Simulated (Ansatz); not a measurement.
# How much does Ga in Cu(100), 2x2 scatter?

Aim: the resistance that Ga in Cu(100), 2x2 adds to the host.

Main program and level: Ansatz 0.2.0; Ansatz plane-wave DFT, PBE, PAW files; ballistic transport by layer matching (Landauer), zero bias; PAW set soft_1, in the first sound run; inputs show where later runs differ.

**1. The structure**

The cell holds 56 atoms: 55 Cu and 1 Ga. Its edges and angles: a = 5.112 Å, b = 5.112 Å, c = 25.305 Å, α = 90.0°, β = 90.0°, γ = 90.0°. It derives from Cu. Regions: lead, 32 atoms (32 Cu); scattering region, 24 atoms (23 Cu and 1 Ga). The structure is stacked along c, and the current runs across the ab planes.

**2. Transmission at ideal sites**

The defect sits in one plane of the supercell, all atoms on ideal sites; the layers about the cell's end are the lead. The mesh across the current, 10×10, is finer than the density's, because channels open and close sharply across the zone. Energies from -0.1 to 0.1 eV in steps of 0.05 eV are too few for the program's thermal sum, so it prints no conductance; for a metal the transmission near the Fermi level serves, at a fraction of the cost.

Input file input.yaml:

```yaml
crystal:
  lattice:
    - [5.1123254594, 0.0, 0.0]
    - [0.0, 5.1123254594, 0.0]
    - [0.0, 0.0, 25.30472]
  atoms:
    - { symbol: Cu, position: [0.0, 0.0, 0.0357142857] }
    - { symbol: Cu, position: [0.0, 0.5, 0.0357142857] }
    - { symbol: Cu, position: [0.5, 0.0, 0.0357142857] }
    - { symbol: Cu, position: [0.5, 0.5, 0.0357142857] }
    - { symbol: Cu, position: [0.25, 0.25, 0.1071428571] }
    - { symbol: Cu, position: [0.25, 0.75, 0.1071428571] }
    - { symbol: Cu, position: [0.75, 0.25, 0.1071428571] }
    - { symbol: Cu, position: [0.75, 0.75, 0.1071428571] }
    - { symbol: Cu, position: [0.0, 0.0, 0.1785714286] }
    - { symbol: Cu, position: [0.0, 0.5, 0.1785714286] }
    - { symbol: Cu, position: [0.5, 0.0, 0.1785714286] }
    - { symbol: Cu, position: [0.5, 0.5, 0.1785714286] }
    - { symbol: Cu, position: [0.25, 0.25, 0.25] }
    - { symbol: Cu, position: [0.25, 0.75, 0.25] }
    - { symbol: Cu, position: [0.75, 0.25, 0.25] }
    - { symbol: Cu, position: [0.75, 0.75, 0.25] }
    - { symbol: Cu, position: [0.0, 0.0, 0.3214285714] }
    - { symbol: Cu, position: [0.0, 0.5, 0.3214285714] }
    - { symbol: Cu, position: [0.5, 0.0, 0.3214285714] }
    - { symbol: Cu, position: [0.5, 0.5, 0.3214285714] }
    - { symbol: Cu, position: [0.25, 0.25, 0.3928571429] }
    - { symbol: Cu, position: [0.25, 0.75, 0.3928571429] }
    - { symbol: Cu, position: [0.75, 0.25, 0.3928571429] }
    - { symbol: Cu, position: [0.75, 0.75, 0.3928571429] }
    - { symbol: Cu, position: [0.0, 0.0, 0.4642857143] }
    - { symbol: Cu, position: [0.0, 0.5, 0.4642857143] }
    - { symbol: Cu, position: [0.5, 0.0, 0.4642857143] }
    - { symbol: Cu, position: [0.5, 0.5, 0.4642857143] }
    - { symbol: Ga, position: [0.25, 0.25, 0.5357142857] }
    - { symbol: Cu, position: [0.25, 0.75, 0.5357142857] }
    - { symbol: Cu, position: [0.75, 0.25, 0.5357142857] }
    - { symbol: Cu, position: [0.75, 0.75, 0.5357142857] }
    - { symbol: Cu, position: [0.0, 0.0, 0.6071428571] }
    - { symbol: Cu, position: [0.0, 0.5, 0.6071428571] }
    - { symbol: Cu, position: [0.5, 0.0, 0.6071428571] }
    - { symbol: Cu, position: [0.5, 0.5, 0.6071428571] }
    - { symbol: Cu, position: [0.25, 0.25, 0.6785714286] }
    - { symbol: Cu, position: [0.25, 0.75, 0.6785714286] }
    - { symbol: Cu, position: [0.75, 0.25, 0.6785714286] }
    - { symbol: Cu, position: [0.75, 0.75, 0.6785714286] }
    - { symbol: Cu, position: [0.0, 0.0, 0.75] }
    - { symbol: Cu, position: [0.0, 0.5, 0.75] }
    - { symbol: Cu, position: [0.5, 0.0, 0.75] }
    - { symbol: Cu, position: [0.5, 0.5, 0.75] }
    - { symbol: Cu, position: [0.25, 0.25, 0.8214285714] }
    - { symbol: Cu, position: [0.25, 0.75, 0.8214285714] }
    - { symbol: Cu, position: [0.75, 0.25, 0.8214285714] }
    - { symbol: Cu, position: [0.75, 0.75, 0.8214285714] }
    - { symbol: Cu, position: [0.0, 0.0, 0.8928571429] }
    - { symbol: Cu, position: [0.0, 0.5, 0.8928571429] }
    - { symbol: Cu, position: [0.5, 0.0, 0.8928571429] }
    - { symbol: Cu, position: [0.5, 0.5, 0.8928571429] }
    - { symbol: Cu, position: [0.25, 0.25, 0.9642857143] }
    - { symbol: Cu, position: [0.25, 0.75, 0.9642857143] }
    - { symbol: Cu, position: [0.75, 0.25, 0.9642857143] }
    - { symbol: Cu, position: [0.75, 0.75, 0.9642857143] }
kpoints:
  mp_grid: { grid: [4, 4, 1] }
hamiltonian:
  xc: pbe
  pseudopotentials: { kind: paw, azcp: { folder: soft_1 } }
scf:
  occupations: { method: fermi_dirac, width: 0.1 }
output:
  transmission: { leads: [[0, 4]], kmesh: [10, 10], e_range: [-0.1, 0.1], de: 0.05 }
  write_potential: true
  write_density: true
  volumetric_format: npy
  elf: true
```

The run is started by

```bash
ansatz run input.yaml --threads 4 --pin off --max-ram 15360MiB --backend cpu --events-out ev --progress --plain --runs-dir out
```

Numbers of over 12 decimals in the logs are rounded to 6 here.

The program printed:

```text
Engine: ansatz 0.2.0, aarch64-unknown-linux-gnu
Pseudopotentials: kind: paw
Pseudopotential: Cu, paw, valence charge 19, recommended cutoff 420 eV (normal), soft_1/Cu.paw.azcp
Pseudopotential: Ga, paw, valence charge 13, recommended cutoff 420 eV (normal), soft_1/Ga.paw.azcp
Functional definition: PBE
  parameter kappa = 0.804
  parameter beta = 0.066725
  exchange = pbe_x(kappa = kappa, mu = beta*pi^2/3)
  correlation = pbe_c(beta = beta)
Crystal: 56 atoms, lattice volume = 661.361 Å³
Basis set: ecut = 420 eV, 12885 PW (Γ)
Bands: 635, of which v1, the nominal top of the filled ones, is band 529 counted from 1 (528 counted from 0)
Symmetry: 16 space group operations
Space group: P4/mmm (ITA 123), of the structure as read, at distance tolerance 8.7e-5 Å
k-points: 6 of 16
Non-local potential: Cu, projectors of the file, l = 0: 3, l = 1: 2, l = 2: 3, l = 3: 1
Non-local potential: Ga, projectors of the file, l = 0: 2, l = 1: 2, l = 2: 3, l = 3: 1
PAW form: soft (Blöchl's): semilocal exchange-correlation on the pseudo side does not see the compensation charge
PAW one-centre angular grid: Cu, 590 points (default); XC on 64 Gauss nodes
PAW one-centre angular grid: Ga, 590 points (default); XC on 64 Gauss nodes
Initial density: superposition of atomic densities (chi_scale 0.1, normalization cell, long waves kept (reshape's long-wave potential 0.33 eV rms))
Initial wavefunctions: pseudopotential atomic-orbital guess
Functional: x = pbe(κ = 0.804, μ = 0.219515), c = pbe(β = 0.066725)
SCF iter   1: F=—  HF=-368222.156871 eV  |F-HF|=—  |Δ(HF+E_count)|=         —  Δρ=2.76e-1  dr2=5.21e2  ethr=3.10e-3  ⟨swp⟩=5.0  Hψ=11669  notcnv=0  defer=24
preconditioner: auto → Kerker (q_TF=auto, 2.951 Å⁻¹)  [metal: Δε(μ)=0.032 eV  Ē_g=9.295 eV  σ=0.100 eV  W_gap=0.08  n_scr=306 (ndim 8)  ℏωp=35.9 eV  f_vac=0.000  D(μ)=26.44/eV (n_scr^D=200)]
SCF iter   2: F=—  HF=-368178.518261 eV  |F-HF|=—  |Δ(HF+E_count)|=    4.36e1  Δρ=7.87e-2  dr2=1.33e2  ethr=3.10e-3  ⟨swp⟩=2.0  Hψ=7347  notcnv=0  defer=454
SCF iter   3: F=—  HF=-368170.378411 eV  |F-HF|=—  |Δ(HF+E_count)|=    8.14e0  Δρ=4.82e-2  dr2=4.85e1  ethr=3.10e-3  ⟨swp⟩=2.0  Hψ=4489  notcnv=0  defer=471
SCF iter   4: F=—  HF=-368168.058821 eV  |F-HF|=—  |Δ(HF+E_count)|=    2.32e0  Δρ=1.20e-2  dr2=2.01e1  ethr=3.10e-3  ⟨swp⟩=2.0  Hψ=5185  notcnv=0  defer=471
SCF iter   5: F=—  HF=-368168.513117 eV  |F-HF|=—  |Δ(HF+E_count)|=   4.54e-1  Δρ=4.84e-3  dr2=5.23e0  ethr=1.90e-3  ⟨swp⟩=2.0  Hψ=4452  notcnv=0  defer=478
SCF iter   6: F=—  HF=-368168.355819 eV  |F-HF|=—  |Δ(HF+E_count)|=   1.57e-1  Δρ=8.58e-3  dr2=3.00e0  ethr=4.95e-4  ⟨swp⟩=2.0  Hψ=5159  notcnv=0  defer=481
SCF iter   7: F=—  HF=-368168.311385 eV  |F-HF|=—  |Δ(HF+E_count)|=   4.44e-2  Δρ=2.18e-3  dr2=2.56e-1  ethr=2.83e-4  ⟨swp⟩=1.2  Hψ=4034  notcnv=0  defer=481
SCF iter   8: F=—  HF=-368168.308742 eV  |F-HF|=—  |Δ(HF+E_count)|=   2.64e-3  Δρ=9.14e-4  dr2=2.11e-2  ethr=2.42e-5  ⟨swp⟩=1.2  Hψ=3683  notcnv=0  defer=480
SCF iter   9: F=—  HF=-368168.309372 eV  |F-HF|=—  |Δ(HF+E_count)|=   6.30e-4  Δρ=3.33e-4  dr2=1.75e-3  ethr=1.99e-6  ⟨swp⟩=2.0  Hψ=3360  notcnv=0  defer=480
SCF iter  10: F=—  HF=-368168.309462 eV  |F-HF|=—  |Δ(HF+E_count)|=   8.97e-5  Δρ=7.41e-5  dr2=6.63e-5  ethr=1.65e-7  ⟨swp⟩=2.0  Hψ=4468  notcnv=0  defer=480
SCF iter  11: F=—  HF=-368168.309625 eV  |F-HF|=—  |Δ(HF+E_count)|=   1.63e-4  Δρ=6.75e-5  dr2=6.44e-5  ethr=6.27e-9  ⟨swp⟩=2.0  Hψ=6517  notcnv=0  defer=480
SCF iter  12: F=—  HF=-368168.309623 eV  |F-HF|=—  |Δ(HF+E_count)|=   1.91e-6  Δρ=4.65e-5  dr2=3.84e-5  ethr=6.09e-9  ⟨swp⟩=2.0  Hψ=6475  notcnv=0  defer=480
SCF iter  13: F=—  HF=-368168.309619 eV  |F-HF|=—  |Δ(HF+E_count)|=   3.83e-6  Δρ=1.50e-5  dr2=6.98e-6  ethr=3.63e-9  ⟨swp⟩=2.0  Hψ=5149  notcnv=0  defer=480
SCF iter  14: F=—  HF=-368168.309619 eV  |F-HF|=—  |Δ(HF+E_count)|=   2.32e-7  Δρ=9.38e-6  dr2=2.65e-6  ethr=6.60e-10  ⟨swp⟩=2.0  Hψ=4509  notcnv=0  defer=480
SCF iter  15: F=—  HF=-368168.309619 eV  |F-HF|=—  |Δ(HF+E_count)|=   2.12e-8  Δρ=6.56e-6  dr2=4.01e-7  ethr=2.50e-10  ⟨swp⟩=2.0  Hψ=3719  notcnv=0  defer=480
SCF iter  16: F=-368168.309619 eV  HF=-368168.309619 eV  |F-HF|=6.26e-8  |Δ(HF+E_count)|=   7.42e-8  Δρ=2.63e-6  dr2=6.63e-8  ethr=9.45e-12  ⟨swp⟩=8.2  Hψ=13428  notcnv=0
SCF 1 converged in 16 iterations: F = -368168.309619 eV  dr2 = 6.63e-8
  greatest PAW one-centre occupation: 1.000 electrons in one spin orbital (limit 2), on the Cu atom at site 31 (counted from 0), in its partial waves of l = 0
transmission: 87 of 840 steps passed
transmission: 171 of 840 steps passed
[...]
transmission: 840 of 840 steps passed
SCF converged after 16 iterations
Free energy (F): -368168.309619 eV
Harris-Foulkes:  -368168.309619 eV  (|F-HF|=6.26e-8)
Internal energy: -368167.540365 eV  (E = F + TS)
E sigma→0 (E₀):  -368167.924992 eV
Entropy (-TS):   -0.769254 eV (-13.737 meV/atom)
Fermi energy:    16.419116 eV
--- Per-component energies (eV) ---
  E_band       = -20145.944804
  E_kinetic    = 14513.128420
  E_local      = -249418.568407  (includes V_loc(G=0)·N_el)
  E_nonlocal   = 48839.258831
  E_hartree    = 106021.831349
  E_xc         = -3862.469561
  E_vxc        = -4962.011508  (∫ρ·V_xc dr)
  E_paw        = -101804.374245  (= ΣΔE_a)
  E_vpaw       = -41161.480578  (= ΣTr[D̂ρ^β])
  E_aug_tail   = 0.056323  (compensation charges beyond the density's cutoff)
  E_ewald      = -182456.403074
  E_smearing   = -0.769254  (= −TS)
  E_closure    = -0.000000  (closes the sum)
  Σ components = -368168.309619   (vs F -368168.309619, Δ=0.00e0)
--- Band table (eV; the first three rows and the last of 6) ---
  k-point 0: bands = [... 525 lower, 15.8707, 15.8850, 15.9619, 15.9738, 15.9879, 15.9879, 16.0447, 16.0477, ... 102 higher]
  k-point 1: bands = [... 525 lower, 16.2446, 16.2907, 16.3018, 16.3475, 16.3627, 16.4757, 16.4768, 16.5504, ... 102 higher]
  k-point 2: bands = [... 525 lower, 16.6994, 16.7332, 16.7339, 16.7603, 16.8088, 16.8319, 16.8392, 16.8471, ... 102 higher]
  k-point 5: bands = [... 525 lower, 15.6020, 15.6020, 15.6293, 16.4360, 16.5060, 16.5423, 16.5423, 16.5749, ... 102 higher]
--- Transmission ---
  basis      : 225 plane waves across, 40 finite elements along
  points     : 21, standing for a mesh of 10 x 10
  energies   : 5 from -0.100000 to 0.100000 eV about the Fermi level, 0.050000 eV apart; the leads are filled to 0.000000 eV, and channels, transmission and decay are at 0.000000 eV
  crystal 0  : Cu4, at the sites [0, 4], period 1.8075 Å, over 23.50 Å; its Hamiltonian steps by up to 0.9 meV
    offset         : up to 0.0000 Å between an atom of the period and one for which it stands
    channels       : 3.650000e0 a spin
    conductance    : none, the energies end too early or step too widely for 300 K: set another output.transmission.e_range or a lower de, or, where they end at an eighth of basis.ecutwfc, a higher one
  junction   : crystal 0 to crystal 0, 1.11 to 24.61 Å
    transmission   : 3.171571e0 a spin
    conductance    : none, the energies end too early or step too widely for 300 K: set another output.transmission.e_range or a lower de, or, where they end at an eighth of basis.ecutwfc, a higher one
```

Run time: 8.7 min. Hardware: 4 threads of Arm Neoverse N1, shared host; peak memory 7.4 GiB; 33 min of CPU time.

The column dr2 measures how far the density is from self-consistency, as an energy; F and HF (Harris–Foulkes) agree once it is small.

Numbers from this step:

```
free energy                                    : -368168.3096 eV
energy at zero smearing                        : -368167.9250 eV
Fermi energy                                   : 16.42 eV
cell area                                      : 26.14 Å²
transmission per spin nearest the Fermi level  : 3.172
open channels per spin nearest the Fermi level : 3.65
step of the lead's potential                   : 0.9 meV
```

Per spin. Transmission, zone mean against energy, zero at the Fermi level:

```tsv
energy (eV)	transmission, zone mean
-0.1000	3.21
-0.0500	3.20
0.0000	3.17
0.0500	3.20
0.1000	3.21
```

Per spin. Table of open channels, zone mean, lead by energy, zero at the Fermi level:

```tsv
energy (eV)	open channels, zone mean, lead
-0.1000	3.57
-0.0500	3.57
0.0000	3.65
0.0500	3.65
0.1000	3.65
```

Transmission over k1 and k2. At 0.0000 eV from the Fermi level.

Ten even steps from '_' (0.97) to '@' (3.93):
```
@@@@@@@@@@--@@@@@@@@
@@@@@@@@%%**%%@@@@@@
@@@@@@@@::--::@@@@@@
@@@@%%::______::%%@@
----**--______--**--
@@@@%%::______::%%@@
@@@@@@@@::--::@@@@@@
@@@@@@@@%%**%%@@@@@@
@@@@@@@@@@--@@@@@@@@
@@@@@@@@@@--@@@@@@@@
```
Columns: k1 (b1) from -0.5 to 0.4; rows upwards: k2 (b2) from -0.5 to 0.4.

Open channels over k1 and k2. At 0.0000 eV from the Fermi level.

Ten even steps from '_' (1.00) to '@' (4.00):
```
@@@@@@@@@@@@@@@@@@@@
@@@@@@@@@@@@@@@@@@@@
@@@@@@@@**--**@@@@@@
@@@@@@****--****@@@@
--@@@@----__----@@@@
@@@@@@****--****@@@@
@@@@@@@@**--**@@@@@@
@@@@@@@@@@@@@@@@@@@@
@@@@@@@@@@@@@@@@@@@@
@@@@@@@@@@--@@@@@@@@
```
Columns: k1 (b1) from -0.5 to 0.4; rows upwards: k2 (b2) from -0.5 to 0.4.

Electrostatic potential energy in the ca plane at fractional y = 0.250, with atoms of Cu and Ga within 0.2 Å of it. With pseudopotentials it is smooth inside the atoms' cores, unlike the true potential.

Ten even steps from '0' (-51 eV) to '9' (19 eV), each cell a mean:
```
99998899999999889999999988999999998899999999
99974469999997446999999744699999974479999997
99840038999984003899998300389999830038999983
99830027999983002799998300279999830027999983
99852258999985225899998522589999952258999985
99987789999998778999999877899999987789999998
99999999999999999999999999999999999999999999
99998899999999889999999988899999998899999999
99974469999997446999998899889999974479999997
99840038999984003899998999989999830038999983
99830027999983002799998999989999830027999983
99852258999985225899998899889999852258999985
99987789999998778999999888899999987789999998
99999999999999999999999999999999999999999999
```
Columns run along c (16.0 Å, from fractional 0.18 to 0.82 of the cell; values clipped at the 3rd and 97th percentile), rows up along a (5.1 Å). Atoms in or near the plane, at fractional coordinates: Cu at (0.25, 0.25), Cu at (0.25, 0.75), Cu at (0.39, 0.25), Cu at (0.39, 0.75), Ga at (0.54, 0.25), Cu at (0.54, 0.75), Cu at (0.68, 0.25), Cu at (0.68, 0.75).

ELF in the ca plane at fractional y = 0.250, with atoms of Cu and Ga within 0.2 Å of it. It is the smooth field of the valence electrons, not physical close to the nuclei.

Ten even steps from '0' (0.04) to '9' (0.58), each cell a mean:
```
34432234433443223443344322344334432234433443
33222222333322222233343222224333222222333322
33225722333322662233332266223333226622333322
33228922233322892233332289223333229922333322
33223322333322332233332233223333223322333322
34322223433432222343343222234334322223433432
33443334433343333443345444454334433334433443
34432234433443223443345544554334432234433443
33222222333322222233354322345333222222333322
33225722333322662233454200145433226622333322
33228922233322892233454100144433229922333322
33223322333322332233354311245433223322333322
34322223433432222343345433454334322223433432
33443334433343333443345544554334433334433443
```
Columns run along c (16.0 Å, from fractional 0.18 to 0.82 of the cell), rows up along a (5.1 Å). Atoms in or near the plane, at fractional coordinates: Cu at (0.25, 0.25), Cu at (0.25, 0.75), Cu at (0.39, 0.25), Cu at (0.39, 0.75), Ga at (0.54, 0.25), Cu at (0.54, 0.75), Cu at (0.68, 0.25), Cu at (0.68, 0.75).

Valence density in the ca plane at fractional y = 0.250, with atoms of Cu and Ga within 0.2 Å of it. It is the smooth field of the valence electrons, not physical close to the nuclei.

Ten steps, logarithmic in the rise over the least value, from '0' (0 e/Å³) to '9' (42 e/Å³), each cell a mean:
```
00000100000000010000000011000000001100000000
00024420000002442000000244200000024420000002
00148951000015895100001588510000158851000014
00159961000015996100001599610000159961000015
00036741000003663100000366410000036631000013
00012210000001221000000122100000012210000001
00000000000000000000000000000000000000000000
00000100000000010000000000000000001100000000
00024420000002442000000133100000024420000002
00148951000015895100001477410000158851000014
00159961000015996100001488510000159961000015
00036741000003663100000255200000036631000013
00012210000001221000000011100000012210000001
00000000000000000000000000000000000000000000
```
Columns run along c (16.0 Å, from fractional 0.18 to 0.82 of the cell), rows up along a (5.1 Å). Atoms in or near the plane, at fractional coordinates: Cu at (0.25, 0.25), Cu at (0.25, 0.75), Cu at (0.39, 0.25), Cu at (0.39, 0.75), Ga at (0.54, 0.25), Cu at (0.54, 0.75), Cu at (0.68, 0.25), Cu at (0.68, 0.75).

Over the solved energies the transmission per spin lies between 3.17 and 3.21, out of 3.62 channels of the lead on average (up to 3.65).

**3. Resistance at ideal sites**

This step: Ansatz plane-wave DFT, PBE, PAW files; ballistic transport by layer matching (Landauer), zero bias; area resistance of the defect plane and resistivity an atomic per cent; PAW set soft_1 (Ansatz 0.2.0).

This step gave:

```yaml
area_resistance: 0.1261 fΩ m²
t_over_the_leads_mean_channel_count: 0.8807
resistivity_per_at_scaled_from_this_dense_plane_with_the_factor_3_over_4_for_isotropic_scattering: 2.094 µΩ cm
```

Averaged over the energies near the Fermi level, 88.1 % of the channels pass, which makes 0.126 fΩ m².

By hand, with T and the leads' channels N averaged over the energies near the Fermi level: RA = A (h/2e²)(1/T − 1/N) = 26.14×10⁻²⁰ m² × 12 906 Ω × (1/3.191 − 1/3.623) = 0.126 fΩ m². Per atomic per cent: RA × A / V_atom × 0.01 × 3/4 = 2.09 µΩ cm, with the host's V_atom = 11.81 Å³.

(Part 1 of 3 ends here.)

[Logs are printed without paths, hosts, clocks, repeated set-up lines and the standing remarks that a program may print on its own settings, such as how far it seeks lower states.]

[Hosts, paths, dates, database ids (printed as entryN), source tags and the programs' standing remarks are cut or masked in the printed files.]
